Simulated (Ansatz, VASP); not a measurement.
## Two plane-wave programs on Sc

File INCAR:

```
SYSTEM = Sc
PREC = Accurate ; ENCUT = 520
EDIFF = 1E-6 ; ISMEAR = 0
SIGMA = 0.05 ; LREAL = .False.
LASPH = .True. ; NELM = 80
ALGO = Normal ; ISIF = 2
LWAVE = .False. ; LCHARG = .False.
GGA = CA ; NBANDS = 18
```

KPOINTS

```
regular mesh
0
Gamma
  9 9 5
  0 0 0
```

POSCAR

```
Sc
1.0
    3.3090000000      0.0000000000      0.0000000000
   -1.6545000000      2.8656780611      0.0000000000
    0.0000000000      0.0000000000      5.2733000000
Sc
2
Direct
    0.6666666667      0.3333333333      0.7500000000
    0.3333333333      0.6666666667      0.2500000000
```

File input.yaml:

```yaml
crystal:
  lattice:
    - [3.309, 0.0, 0.0]
    - [-1.6545, 2.8656780611, 0.0]
    - [0.0, 0.0, 5.2733]
  atoms:
    - { symbol: Sc, position: [0.6666666667, 0.3333333333, 0.75] }
    - { symbol: Sc, position: [0.3333333333, 0.6666666667, 0.25] }
hamiltonian:
  xc: lda
  pseudopotentials: { kind: paw }
kpoints:
  mp_grid: { grid: [9, 9, 5] }
scf:
  occupations: { method: gaussian, width: 0.05 }
output:
  forces: true
  stress: true
  eigenvalues: true
```

Alike in both runs: task single point; functional LDA; k mesh 9 × 9 × 5; occupations gaussian, width 0.05 eV; no spin polarisation.

|  | VASP | Ansatz |
| --- | --- | --- |
| version | VASP 6.6.1 | Ansatz 0.2.0 |
| potentials or method | VASP PAW LDA potentials, release 64 (Sc_sv) | Ansatz PAW |
| plane-wave cutoff (eV) | 520 | 420 |
| valence electrons in the cell | 22 | 22 |

|  | VASP | Ansatz | Ansatz less VASP |
| --- | --- | --- | --- |
| gap on the k mesh at the Fermi level (eV) | none | none | - |
| pressure (GPa) | -5.3 | -5.3 | -0.04 |
| largest component of the traceless stress (GPa) | 1.18 | 1.17 | -0.009 |

A gap of «none» marks a metal or a gap that the smearing closes.

Caveats: the PAW data sets come from PBE, with cores solved anew for the run's functional, which leaves a small shift of forces and pressure (Ansatz).
